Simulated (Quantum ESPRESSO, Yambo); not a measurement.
# MgO (Periclase): G0W0 on several meshes in Yambo, part 2 of 2

Aim: the GW shift of MgO (Periclase) against the k mesh.

Quantum ESPRESSO 7.5 and Yambo 5.3.0; PBE and many-body steps on it, plane waves. Known limits of the many-body steps: not at the basis limit; coarse k mesh.

So far. Step 5 (Empty states on the mesh, 6×6×6 mesh, 63 bands): On this mesh the gap is 4.733 eV. Step 7 (6×6×6): Against G0W0 in Yambo (2×2×2 mesh, 63 bands, screening to 210.9 eV, Godby-Needs plasmon pole), the gap moves by +0.340 eV.

The database entry behind the starting cell differs from later determinations by our own check (about 0.1 % long), so it need not match the best structure at ambient conditions.

**8. Empty states on the mesh, 8×8×8 mesh, 63 bands**

This step: Quantum ESPRESSO 7.5; DFT, PBE, plane waves, norm-conserving pseudopotentials.

pw.in

```
&control
  calculation = 'nscf'
  prefix = 'x'
  outdir = 'o'
  pseudo_dir = 'pseudo'
/
&system
  ibrav = 0
  nat = 2
  ntyp = 2
  ecutwfc = 76.0
  nbnd = 63
  force_symmorphic = .true.
/
&electrons
  conv_thr = 1e-9
  electron_maxstep = 80
  diago_full_acc = .true.
  diago_thr_init = 5e-6
/
ATOMIC_SPECIES
  Mg 24.305 Mg.upf
  O 15.999 O.upf
CELL_PARAMETERS angstrom
  -0.0000000000 2.1085000000 2.1085000000
  2.1085000000 0.0000000000 2.1085000000
  2.1085000000 2.1085000000 0.0000000000
ATOMIC_POSITIONS crystal
  Mg 0.0000000000 0.0000000000 0.0000000000
  O 0.5000000000 0.5000000000 0.5000000000
K_POINTS automatic
  8 8 8 0 0 0
```

Command:

```console
OMP_NUM_THREADS=1 mpirun -n 4 pw.x -nk 4 -in pw.in > pw.out
```

The program printed:

```text
[banner, memory and clock lines left out]
Program PWSCF v.7.5 starts

     Atomic positions and unit cell read from directory:
     o/x.save/

     Message from routine setup:
     using ibrav=0 with symmetry is DISCOURAGED, use correct ibrav instead

     G-vector sticks info

     bravais-lattice index     =            0
     lattice parameter (alat)  =       5.6349  a.u.
     unit-cell volume          =     126.5166 (a.u.)^3
     number of atoms/cell      =            2
     number of atomic types    =            2
     number of electrons       =        16.00
[...]
k = 0.0884 0.0884-0.0884 (  1423 PWs)   bands (ev):

[...]
101.5122 102.8842 102.8842 104.5818 104.5818 108.5934 115.2299

          k = 0.1768 0.1768-0.1768 (  1405 PWs)   bands (ev):

[...]
82.1408  82.1408  86.3416  86.7928  86.9258  86.9258  92.8265  93.5439
    93.5439  95.2346  98.4300  98.4300 103.1075 103.1075 103.9400 104.4830
   106.5845 106.5845 108.8637 111.5403 111.5403 111.6336 113.5787

          k = 0.2652 0.2652-0.2652 (  1423 PWs)   bands (ev):

     [... further k-points ...]

     highest occupied, lowest unoccupied level (ev):     8.0109   12.7439

     XML data file, pseudopotentials, collected wavefunctions
```

Run time: 3.9 s. Hardware: 4 MPI ranks of Arm Neoverse V1, shared host; peak memory 0.2 GiB; 15 s of CPU time.

This step gave:

```
gap                                                           : 4.733 eV
k of the valence top                                          : 0, 0, 0
k of the conduction bottom                                    : 0, 0, 0
least direct gap                                              : 4.733 eV
k points computed                                             : 29
lowest point of the top converged band, above the valence top : 104.3385 eV
```

On this mesh the gap is 4.733 eV.

**9. Conversion and set-up**

This step: Yambo 5.3.0; conversion and set-up on PBE, plane waves, norm-conserving pseudopotentials.

Command:

```console
(cd o/x.save; p2y > p2y.log; mv SAVE ../..); yambo > setup.log
```

The program printed:

```text
 Yambo, version 5.3.0

 [02] CORE Variables Setup
 =========================

  [02.01] Unit cells
  ==================

  Cell kind             :  FCC
  Atoms in the cell     :  Mg  O
  number of Mg atoms    :  1
  number of O  atoms    :  1

  List of atomic masses
  Mass of Mg    :  24.30500
  Mass of O     :  15.99900

  List of atomic coordinates    : [cc]
  Mg1       :  0.000000  0.000000  0.000000  order 1
  O1       :  3.984488  3.984488  3.984488  order 2

  Alat factors          :  3.984488  3.984488  3.984488 [a.u.]
  Direct lattice volume :  126.5166 [a.u.]
[...]
Q [ 1]         [rlu]:  0.000000  0.000000  0.000000
 Q [ 2]         [rlu]:  0.76839E-18  0.76839E-18  0.12500
 Q [ 3]         [rlu]:  0.15368E-17  0.15368E-17  0.25000
[...]
Q [ 8]         [rlu]:  0.33016E-16  0.12500      0.37500
 Q [ 9]         [rlu]:  0.18382E-16  0.12500      0.50000
 Q [10]         [rlu]: -0.30736E-17  0.12500     -0.37500
     [... 17 further rows ...]
 Q [28]         [rlu]:  0.125000 -0.500000 -0.375000
 Q [29]         [rlu]:  0.250000 -0.500000 -0.250000

  [03.01] X indexes
  =================

   [03.01.01] Sigma indexes
   ========================

 [06] Game Over & Game summary
```

The job ended after 2.1 s (1 MPI rank; peak memory 0.24 GiB).

**10. 8×8×8**

This step: G0W0 on PBE, plane waves, norm-conserving pseudopotentials.

gw15.in

```
HF_and_locXC
gw0
dyson
ppa
em1d
rim_cut
RandQpts= 1000000
RandGvec= 1 RL
EXXRLvcs= 76 Ry
VXCRLvcs= 304 Ry
Chimod= "HARTREE"
% BndsRnXp
 1 | 63 |
%
NGsBlkXp= 15.5 Ry
% LongDrXp
 1 | 1 | 1 |
%
% GbndRnge
 1 | 63 |
%
DysSolver= "n"
ExtendOut
PPAPntXp= 27.21138 eV
% QPkrange
 1 | 1 | 7 | 10 |
%
```

Command:

```console
OMP_NUM_THREADS=1 mpirun -n 4 yambo -F gw15.in -J gw15 -C gw15 > gw15.log
```

The program printed:

```text
 Yambo, version 5.3.0

 [02] CORE Variables Setup
 =========================

  [... cell, symmetries and grids as in the set-up ...]

  [02.05] Energies & Occupations
  ==============================

  [X] === General ===
  [X] Electronic Temperature                        :  0.000000  0.000000 [eV K]
  [X] Bosonic    Temperature                        :  0.000000  0.000000 [eV K]
  [X] Finite Temperature mode                       : no
  [X] El. density                                   :  0.85343E+24 [cm-3]
[...]
Sx RL components                                 :  1459

   QP @ state[ 1 ] K range                          :  1  1
   QP @ state[ 1 ] b range                          :   7  10
   GF energies kind                                 : Perdew, Burke & Ernzerhof(X)+Perdew, Burke & Ernzerhof(C)
   GF WF`s kind                                     : Perdew, Burke & Ernzerhof(X)+Perdew, Burke & Ernzerhof(C)
   Xs energies kind                                 : Perdew, Burke & Ernzerhof(X)+Perdew, Burke & Ernzerhof(C)
   Xs WF`s kind                                     : Perdew, Burke & Ernzerhof(X)+Perdew, Burke & Ernzerhof(C)

 [11] Game Over & Game summary
```

Wall time 4.8 min (4 MPI ranks); peak memory 1.4 GiB.

Numbers from this step:

| Quantity | Value |
| --- | --- |
| G0W0 gap on the points computed | 6.916 eV |
| starting gap on the mesh | 4.733 eV |
| k of the valence top | 0, 0, 0 |
| k of the conduction bottom | 0, 0, 0 |
| least direct G0W0 gap on the computed points | 6.916 eV |

Against G0W0 in Yambo (2×2×2 mesh, 63 bands, screening to 210.9 eV, Godby-Needs plasmon pole), the gap moves by +0.344 eV.

**11. The runs together**

Times are wall times on 4 MPI ranks of Arm Neoverse V1, shared host, good to a factor of about two.

```tsv
run	mesh	bands	screening cutoff (eV)	DFT gap (eV)	gap on the mesh (eV)	direct (eV)	time
2×2×2	2×2×2	63	210.9	4.733	6.572	6.572	3.4 s
6×6×6	6×6×6	63	210.9	4.733	6.912	6.912	74 s
8×8×8	8×8×8	63	210.9	4.733	6.916	6.916	4.8 min
```

**12. Outcome**

| Item | Value |
| --- | --- |
| 2×2×2 | 6.572 eV |
| 6×6×6 | 6.912 eV |
| 8×8×8 | 6.916 eV |
| known limits | not at the basis limit; coarse k mesh |

**Reading.** 6×6×6: +0.340 eV against 2×2×2. 8×8×8: +0.344 eV against 2×2×2. Bands and cutoff are finite, so the gap is not at the basis limit. The miss can reach some tenths of an eV and take either sign; the mesh is an error of its own. In the G0W0 runs levels were corrected at 1 k point alone, so a gap called «on the mesh» is the least over those, and an edge elsewhere would be missed. The 2×2×2 mesh is coarse for this cell, which bears on the long-range parts of exchange and screening.

[Paths, hosts, dates, memory and timing lines, banners, echoed tables and standing remarks are left out of the program output.]

[Logs are printed without paths, hosts, clocks, repeated set-up lines and the standing remarks that a program may print on its own settings, such as how far it seeks lower states.]

[Runs of the session that timed out or met a known fault of the program may be left out.]

[Hosts, paths, dates, database ids (printed as entryN), source tags and the programs' standing remarks are cut or masked in the printed files.]
